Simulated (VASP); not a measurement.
A run of VASP 6.6.1:

Contents of INCAR:

```
ALGO = Normal
EDIFF = 1E-7
EDIFFG = -0.01
ENCUT = 600
GGA = PE
IBRION = 2
ISIF = 4
ISMEAR = 1
IVDW = 12
LASPH = True
LCHARG = False
LREAL = False
LWAVE = False
NELM = 80
NSW = 40
PREC = Accurate
SIGMA = 0.1
```

File KPOINTS:

```
k-points
0
Gamma
  15 15 8
```

POSCAR

```
Re                                      
1.0
    2.7165649629      0.0000000000      0.0000000000
   -1.3582824815      2.3526142690      0.0000000000
    0.0000000000      0.0000000000      4.4017901167
  Re            
     2
Direct
     0.3333333332999970    0.6666666667000030    0.2500000000000000
     0.6666666667000030    0.3333333332999970    0.7500000000000000
```

Potentials or basis: VASP PAW PBE potentials, release 64 (Re).

Command:

```console
$ cat potpaw_PBE.64/Re/POTCAR > POTCAR
$ mpirun -np 1 vasp_std > vasp.out
```

Hardware: 1 thread of Intel(R) Xeon(R) 6975P-C (Granite Rapids), with other jobs on the host.

Question: Estimate the wall time of this run.

Answer: Wall time 29 s on 1 thread of Intel(R) Xeon(R) 6975P-C (Granite Rapids), on a shared host, peak memory 0.19 GiB. Counts: scf iterations 11, k points 135, ion steps 1.
